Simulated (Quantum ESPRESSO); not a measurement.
# Al2O3 (R-3c) in Quantum ESPRESSO: notebook, part 4 of 4

Quantum ESPRESSO 7.5. The steps go on from the part before.

## Step 5: Phonons, vdW-DF-cx

File pw.in:

```
&CONTROL
  calculation = 'scf'
  prefix = 'pwscf'
  outdir = './tmp'
  pseudo_dir = './pseudo'
  tprnfor = .true.
  tstress = .true.
  disk_io = 'low'
/
&SYSTEM
  ibrav = 0
  celldm(1) = 8
  nat = 10
  ntyp = 2
  ecutwfc = 84
  nbnd = 33
  input_dft = 'vdw-df-cx'
  occupations = 'smearing'
  smearing = 'fd'
  degauss = 0.00146997
/
&ELECTRONS
  conv_thr = 2d-09
  electron_maxstep = 120
  mixing_beta = 0.5
/
ATOMIC_SPECIES
Al    26.9815 Al.upf
O     15.9990 O.upf
CELL_PARAMETERS alat
  0.5622525760176   0.3246166761072   1.0232552010573
 -0.5622525760176   0.3246166761072   1.0232552010573
  0.0000000000000  -0.6492333522380   1.0232552010573
ATOMIC_POSITIONS crystal
Al     0.3521600000    0.3521600000    0.3521600000
Al     0.1478400000    0.1478400000    0.1478400000
Al     0.6478400000    0.6478400000    0.6478400000
Al     0.8521600000    0.8521600000    0.8521600000
O      0.5566800000    0.9433200000    0.2500000000
O      0.2500000000    0.5566800000    0.9433200000
O      0.9433200000    0.2500000000    0.5566800000
O      0.4433200000    0.0566800000    0.7500000000
O      0.7500000000    0.4433200000    0.0566800000
O      0.0566800000    0.7500000000    0.4433200000
K_POINTS automatic
4 4 4 0 0 0
```

File relax.in:

```
&CONTROL
  calculation = 'vc-relax'
  prefix = 'pwscf'
  outdir = './tmp'
  pseudo_dir = './pseudo'
  tprnfor = .true.
  tstress = .true.
  disk_io = 'low'
  nstep = 40
  forc_conv_thr = 0.0001
  etot_conv_thr = 1d-06
/
&SYSTEM
  ibrav = 0
  celldm(1) = 8
  nat = 10
  ntyp = 2
  ecutwfc = 84
  nbnd = 33
  input_dft = 'vdw-df-cx'
  occupations = 'smearing'
  smearing = 'fd'
  degauss = 0.00146997
/
&ELECTRONS
  conv_thr = 2d-09
  electron_maxstep = 120
  mixing_beta = 0.5
/
&IONS
  ion_dynamics = 'bfgs'
/
&CELL
  cell_dynamics = 'bfgs'
  press = 0
  press_conv_thr = 0.2
/
ATOMIC_SPECIES
Al    26.9815 Al.upf
O     15.9990 O.upf
CELL_PARAMETERS alat
  0.5622525760165   0.3246166761117   1.0232552010586
 -0.5622525760165   0.3246166761117   1.0232552010586
 -0.0000000000000  -0.6492333522353   1.0232552010548
ATOMIC_POSITIONS crystal
Al     0.3521600000    0.3521600000    0.3521600000
Al     0.1478400000    0.1478400000    0.1478400000
Al     0.6478400000    0.6478400000    0.6478400000
Al     0.8521600000    0.8521600000    0.8521600000
O      0.5566800000    0.9433200000    0.2500000000
O      0.2500000000    0.5566800000    0.9433200000
O      0.9433200000    0.2500000000    0.5566800000
O      0.4433200000    0.0566800000    0.7500000000
O      0.7500000000    0.4433200000    0.0566800000
O      0.0566800000    0.7500000000    0.4433200000
K_POINTS automatic
4 4 4 0 0 0
```

File scf2.in:

```
&CONTROL
  calculation = 'scf'
  prefix = 'pwscf'
  outdir = './tmp'
  pseudo_dir = './pseudo'
  tprnfor = .true.
  tstress = .true.
  disk_io = 'low'
/
&SYSTEM
  ibrav = 0
  celldm(1) = 8
  nat = 10
  ntyp = 2
  ecutwfc = 84
  nbnd = 33
  input_dft = 'vdw-df-cx'
  occupations = 'fixed'
/
&ELECTRONS
  conv_thr = 1d-13
  electron_maxstep = 120
  mixing_beta = 0.5
  startingpot = 'file'
  startingwfc = 'file'
/
ATOMIC_SPECIES
Al    26.9815 Al.upf
O     15.9990 O.upf
CELL_PARAMETERS alat
  0.5651636021741   0.3262973578474   1.0262725395647
 -0.5651636021741   0.3262973578474   1.0262725395647
 -0.0000000000000  -0.6525947157067   1.0262725395609
ATOMIC_POSITIONS crystal
Al     0.3522825761    0.3522825761    0.3522825761
Al     0.1477174239    0.1477174239    0.1477174239
Al     0.6477174239    0.6477174239    0.6477174239
Al     0.8522825761    0.8522825761    0.8522825761
O      0.5558568010    0.9441431990    0.2500000000
O      0.2500000000    0.5558568010    0.9441431990
O      0.9441431990    0.2500000000    0.5558568010
O      0.4441431990    0.0558568010    0.7500000000
O      0.7500000000    0.4441431990    0.0558568010
O      0.0558568010    0.7500000000    0.4441431990
K_POINTS automatic
4 4 4 0 0 0
```

File ph.in:

```
phonons of Al2O3
&INPUTPH
  prefix = 'pwscf'
  outdir = './tmp'
  tr2_ph = 1d-18
  fildyn = 'dyn'
  niter_ph = 90
  alpha_mix(1) = 0.7
  epsil = .true.
/
0.0000000000 0.0000000000 0.0000000000
```

File dynmat.in:

```
&INPUT
  fildyn = 'dyn'
  asr = 'crystal'
  lperm = .true.
  filout = 'dynmat.disp'
  fileig = 'dynmat.eig'
/
```

File dynmat_lo.in:

```
&INPUT
  fildyn = 'dyn'
  asr = 'crystal'
  filout = 'dynmat_lo.disp'
  fileig = 'dynmat_lo.eig'
  q(1) = 0
  q(2) = 0
  q(3) = 1
/
```

Potentials or basis: PseudoDojo 0.4.1 SR PBE standard.

The run is started by

```
OMP_NUM_THREADS=1 mpirun -n 8 pw.x -nk 2 -in pw.in > pw.out
OMP_NUM_THREADS=1 mpirun -n 8 pw.x -nk 2 -in relax.in > relax.out
OMP_NUM_THREADS=1 mpirun -n 8 pw.x -nk 2 -in scf2.in > scf2.out
OMP_NUM_THREADS=1 mpirun -n 8 ph.x -nk 2 -in ph.in > ph.out
OMP_NUM_THREADS=1 mpirun -n 1 dynmat.x -in dynmat.in > dynmat.out
OMP_NUM_THREADS=1 mpirun -n 1 dynmat.x -in dynmat_lo.in > dynmat_lo.out
```

pw.out:

```text
This program is part of the open-source Quantum ESPRESSO suite
     for quantum simulation of materials; please cite
         "P. Giannozzi et al., J. Phys.:Condens. Matter 21 395502 (2009);
         "P. Giannozzi et al., J. Phys.:Condens. Matter 29 465901 (2017);
         "P. Giannozzi et al., J. Chem. Phys. 152 154105 (2020);
     in publications or presentations arising from this work. More details at

     IMPORTANT: XC functional enforced from input :
     Exchange-correlation= VDW-DF-CX
                           (   1   4  27   0   1   0   0)
     Any further DFT definition will be discarded
     Please, verify this is what you really want

     Message from routine setup:
     using ibrav=0 with symmetry is DISCOURAGED, use correct ibrav instead

     K-points division:     npool     =       2
     Subspace diagonalization in iterative solution of the eigenvalue problem:
     a serial algorithm will be used

     --------------------
     sticks:   dense  smooth     PW     G-vecs:    dense   smooth      PW
     Min         519     519    147                14941    14941    2268
     Max         520     520    148                14942    14942    2269
     Sum        2077    2077    589                59765    59765    9073

     Using Slab Decomposition

     bravais-lattice index     =            0
     lattice parameter (alat)  =       8.0000  a.u.
     unit-cell volume          =     573.7299 (a.u.)^3
     number of atoms/cell      =           10
     number of atomic types    =            2
     number of electrons       =        48.00
     number of Kohn-Sham states=           33
     kinetic-energy cutoff     =      84.0000  Ry
[... 231 lines left out ...]

   -10.4986  -9.8691  -9.2737  -9.0924  -8.9427  -8.5502   1.5763   1.8482
     2.0988   2.8079   3.4976   3.5933   4.2974   4.4708   5.2007   5.4674
     5.9315   6.2036   6.3155   6.4067   6.7109   6.8749   7.2394   7.3009
    16.7468  17.4999  17.6190  18.1138  18.1557  18.7235  19.4254  20.2688
    20.5358
[... 59 lines left out ...]
   -10.5219 -10.5219  -8.7553  -8.7553  -8.7553  -8.7553   2.0664   2.0664
     3.1998   3.1998   3.1998   3.1998   3.5878   3.5878   5.3859   5.3859
     5.6432   5.6432   5.6432   5.6432   7.2673   7.2673   7.2673   7.2673
    16.3566  16.3566  18.7561  18.7561  20.1661  20.1661  20.3850  20.3850
    20.3850

     the Fermi energy is    12.9837 ev

!    total energy              =    -218.20402028 Ry
     estimated scf accuracy    <          1.8E-11 Ry
     smearing contrib. (-TS)   =       0.00000000 Ry
     internal energy E=F+TS    =    -218.20402028 Ry

     The total energy is F=E-TS. E is the sum of the following terms:
     one-electron contribution =     -34.75664558 Ry
     hartree contribution      =      53.05200324 Ry
     xc contribution           =     -60.26943163 Ry
     ewald contribution        =    -176.22994631 Ry

     convergence has been achieved in  11 iterations

     Forces acting on atoms (cartesian axes, Ry/au):

     atom    1 type  1   force =     0.00000000    0.00000000   -0.00045979
     atom    2 type  1   force =    -0.00000000   -0.00000000    0.00045979
     atom    3 type  1   force =    -0.00000000   -0.00000000    0.00045979
     atom    4 type  1   force =     0.00000000    0.00000000   -0.00045979
     atom    5 type  2   force =    -0.00267191   -0.00000000   -0.00000000
     atom    6 type  2   force =     0.00133595   -0.00231394   -0.00000000
     atom    7 type  2   force =     0.00133595    0.00231394    0.00000000
     atom    8 type  2   force =     0.00267191    0.00000000   -0.00000000
     atom    9 type  2   force =    -0.00133595    0.00231394    0.00000000
     atom   10 type  2   force =    -0.00133595   -0.00231394   -0.00000000

     Total force =     0.006609     Total SCF correction =     0.000007

     Computing stress (Cartesian axis) and pressure

          total   stress  (Ry/bohr**3)                   (kbar)     P=       32.59
   0.00024208  -0.00000000  -0.00000000           35.61       -0.00       -0.00
  -0.00000000   0.00024208   0.00000000           -0.00       35.61        0.00
  -0.00000000   0.00000000   0.00018045           -0.00        0.00       26.55

=------------------------------------------------------------------------------=
   JOB DONE.
=------------------------------------------------------------------------------=
```

scf2.out:

```text
This program is part of the open-source Quantum ESPRESSO suite
     for quantum simulation of materials; please cite
         "P. Giannozzi et al., J. Phys.:Condens. Matter 21 395502 (2009);
         "P. Giannozzi et al., J. Phys.:Condens. Matter 29 465901 (2017);
         "P. Giannozzi et al., J. Chem. Phys. 152 154105 (2020);
[... 313 lines left out ...]
  -0.00000000   0.00000062   0.00000000           -0.00        0.09        0.00
  -0.00000000   0.00000000   0.00000031           -0.00        0.00        0.05

=------------------------------------------------------------------------------=
   JOB DONE.
=------------------------------------------------------------------------------=
```

Run time: 15 min. Hardware: 8 MPI ranks of Intel Xeon 6975P-C (Granite Rapids), shared host; peak memory 1.4 GiB.

What came out:

```yaml
Free_energy: -2968.8298 eV
Relaxed_volume: 8.62 Å³/atom
Relaxed_cell: a = 5.149 Å, b = 5.149 Å, c = 5.149 Å, α = 55.38°, β = 55.38°, γ = 55.38°
Space_group_after_relaxing_to_0.05_Å: R-3c (No. 167)
Pressure_after_relaxing: 0.0 GPa
Band_gap_on_the_k_mesh: 6.11 eV, direct
Electronic_dielectric_tensor_diagonal: 3.22, 3.22, 3.18
Born_charges_mean_of_the_diagonal: Al +2.94; O -1.96 e
Highest_phonon_frequency_at_Γ_LO-TO_splitting_left_out: 739 cm⁻¹
Static_dielectric_tensor_diagonal: 9.36, 9.36, 11.47
```

The path:
```csv
step,energy change (eV),largest force (eV/Å),pressure (GPa),volume (Å³)
1,0.0000,0.0687,3.26,85.02
2,-0.0113,0.0534,-0.82,86.44
3,-0.0123,0.0301,-0.05,86.16
4,-0.0124,0.0134,0.05,86.13
5,-0.0125,0.0080,0.03,86.14
6,-0.0125,0.0043,0.01,86.15
7,-0.0125,0.0011,-0.01,86.15
```

Final structure:
```xyz
10
Lattice="2.3926 1.3814 4.3446 -2.3926 1.3814 4.3446 0.0000 -2.7627 4.3446" Properties=species:S:1:pos:R:3 pbc="T T T"
Al    0.0000    0.0000    4.5916
Al    0.0000    0.0000    1.9253
Al    0.0000    0.0000    8.4423
Al    0.0000    0.0000   11.1086
O    -0.9290    1.3814    7.6031
O    -0.7318   -1.4952    7.6031
O     1.6608    0.1139    7.6031
O     0.9290   -1.3814    5.4308
O     0.7318    1.4952    5.4308
O    -1.6608   -0.1139    5.4308
```

Phonon frequencies in cm⁻¹ (negative: imaginary):
| q point | frequencies |
| --- | --- |
| (0.000, 0.000, 0.000) | -2 -2 7 300 366 366 378 378 384 408 424 424 429 429 436 436 520 564 564 565 565 575 586 622 622 630 676 734 739 739 |

Electronic dielectric tensor:
```
3.22 0.00 0.00
0.00 3.22 0.00
0.00 0.00 3.18
```

Born effective charge tensors (e):
atom 1, Al
```
 2.95 -0.03  0.00
 0.03  2.95  0.00
 0.00  0.00  2.92
```
atom 2, Al
```
 2.95  0.03  0.00
-0.03  2.95  0.00
 0.00  0.00  2.92
```
atom 3, Al
```
 2.95 -0.03  0.00
 0.03  2.95  0.00
 0.00  0.00  2.92
```
atom 4, Al
```
 2.95  0.03  0.00
-0.03  2.95  0.00
 0.00  0.00  2.92
```
atom 5, O
```
-2.07  0.00  0.00
 0.00 -1.87  0.25
 0.00  0.34 -1.95
```
atom 6, O
```
-1.92  0.09 -0.21
 0.09 -2.02 -0.12
-0.30 -0.17 -1.95
```
atom 7, O
```
-1.92 -0.09  0.21
-0.09 -2.02 -0.12
 0.30 -0.17 -1.95
```
atom 8, O
```
-2.07  0.00  0.00
 0.00 -1.87  0.25
 0.00  0.34 -1.95
```
atom 9, O
```
-1.92  0.09 -0.21
 0.09 -2.02 -0.12
-0.30 -0.17 -1.95
```
atom 10, O
```
-1.92 -0.09  0.21
-0.09 -2.02 -0.12
 0.30 -0.17 -1.95
```

Optical modes at Γ, degenerate ones joined, polar ones without the macroscopic field:
| cm⁻¹ | components | symmetry | active in | IR intensity, summed ((D/Å)²/amu) |
| --- | --- | --- | --- | --- |
| 300 | 1 | A2g | silent | 0.00 |
| 366 | 2 | Eg | Raman | 0.00 |
| 378 | 2 | Eu | IR | 3.45 |
| 383 | 1 | A2u | IR | 38.18 |
| 408 | 1 | A1g | Raman | 0.00 |
| 424 | 2 | Eg | Raman | 0.00 |
| 429 | 2 | Eu | IR | 37.83 |
| 436 | 2 | Eg | Raman | 0.00 |
| 520 | 1 | A2g | silent | 0.00 |
| 564 | 2 | Eu | IR | 77.81 |
| 565 | 2 | Eg | Raman | 0.00 |
| 574 | 1 | A2u | IR | 24.82 |
| 586 | 1 | A1u | silent | 0.00 |
| 622 | 2 | Eu | IR | 8.08 |
| 630 | 1 | A1g | Raman | 0.00 |
| 676 | 1 | A1u | silent | 0.00 |
| 734 | 1 | A2g | silent | 0.00 |
| 739 | 2 | Eg | Raman | 0.00 |

Zone-centre frequencies without and with the macroscopic field along z (cm⁻¹):
```csv
,optical modes in rising order
without,300 366 366 378 378 383 408 424 424 429 429 436 436 520 564 564 565 565 574 586 622 622 630 676 734 739 739
with the field,300 366 366 378 378 408 424 424 429 429 436 436 491 520 564 564 565 565 586 622 622 630 676 734 739 739 852
```

Static dielectric tensor, electrons and zone-centre modes:
```
 9.36  0.00  0.00
 0.00  9.36  0.00
 0.00  0.00 11.47
```

Caveat: the potentials were made for another functional, which shifts forces and pressure; on a mesh that holds Γ this program's dielectric tensor can be off by some percent beyond the error of the mesh.

## Step 6: Summary

```csv
level,potentials or basis,form of the LDA correlation,gap on the mesh (eV),pressure (GPa)
LDA,PseudoDojo 0.4.1 SR LDA standard,PW92,6.59,0.0
PBE,PseudoDojo 0.4.1 SR PBE standard,-,5.97,0.0
vdW-DF-cx,PseudoDojo 0.4.1 SR PBE standard,-,6.11,0.0
```

Alike in all rows: task phonons; no spin polarisation; cell relaxed; k mesh 4 × 4 × 4; cutoff (eV) 1143; smearing fermi-dirac 0.02 eV.

Caveats: on a mesh that holds Γ this program's dielectric tensor can be off by some percent beyond the error of the mesh; the potentials were made for another functional, which shifts forces and pressure (some runs).

Absolute energies hang on the potentials; compare differences alone.

## Step 7: How close it comes

Step 2. Against the measured gap of Al2O3, 8.7 eV (optical; quoted in “Multi-petahertz electron interference in Cr:Al2O3 solid-state material”, 2018, pmc:5906618), the calculated 6.59 eV is off by -2.11 eV. The value is that of LDA, without temperature or zero-point motion. Semilocal functionals fall short of measured gaps as a rule.

Step 3. A measured gap of Al2O3 is 8.7 eV (optical; quoted in “Multi-petahertz electron interference in Cr:Al2O3 solid-state material”, 2018, pmc:5906618); the calculated 6.28 eV misses it by -2.42 eV. The value is that of PBE, without temperature or zero-point motion. Semilocal functionals fall short of measured gaps as a rule.

Step 4. Against the measured gap of Al2O3, 8.7 eV (optical; quoted in “Multi-petahertz electron interference in Cr:Al2O3 solid-state material”, 2018, pmc:5906618), the calculated 5.97 eV is off by -2.73 eV. The value is that of PBE, without temperature or zero-point motion. Semilocal functionals fall short of measured gaps as a rule.

Step 5. A measured gap of Al2O3 is 8.7 eV (optical; quoted in “Multi-petahertz electron interference in Cr:Al2O3 solid-state material”, 2018, pmc:5906618); the calculated 6.11 eV misses it by -2.59 eV. The value is that of vdW-DF-cx, without temperature or zero-point motion.
